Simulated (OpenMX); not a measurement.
HfC:

```xyz
2
Lattice="0.0000 2.3250 2.3250 2.3250 0.0000 2.3250 2.3250 2.3250 0.0000" Properties=species:S:1:pos:R:3 pbc="T T T"
Hf    2.3250    2.3250    2.3250
C     0.0000    0.0000    0.0000
```

Base run:

* Program: OpenMX 3.8.5
* Functional: PBE
* Potentials or basis: OpenMX 2013 PBE set, Hf7.0-s3p2d2, C6.0-s2p2, grid cutoff 400 Ry
* k mesh: 11 × 11 × 11
* Occupations: fermi-dirac, width 0.05 eV
* Spin: no spin polarisation

Its results: pressure 0.7 GPa.

Question: After a change of settings the same cell gave: pressure -11.1 GPa. Which change was it?
A. potentials or basis from OpenMX 2013 PBE set, Hf7.0-s3p2d2, C6.0-s2p2, grid cutoff 400 Ry to OpenMX 2013 PBE set, Hf7.0-s3p2d2f2, C6.0-s3p2d2, grid cutoff 400 Ry
B. potentials or basis from OpenMX 2013 PBE set, Hf7.0-s3p2d2, C6.0-s2p2, grid cutoff 400 Ry to OpenMX 2013 PBE set, Hf7.0-s3p2d2f1, C6.0-s2p2d1, grid cutoff 400 Ry
C. functional from PBE to LDA; potentials or basis from OpenMX 2013 PBE set, Hf7.0-s3p2d2, C6.0-s2p2, grid cutoff 400 Ry to OpenMX 2013 LDA set, Hf7.0-s3p2d2f1, C6.0-s2p2d1, grid cutoff 400 Ry

Answer: C.

Caveats: the basis of atomic orbitals isn't converged, which shifts pressures, moduli and gaps.

Not every run made on this cell is shown here.
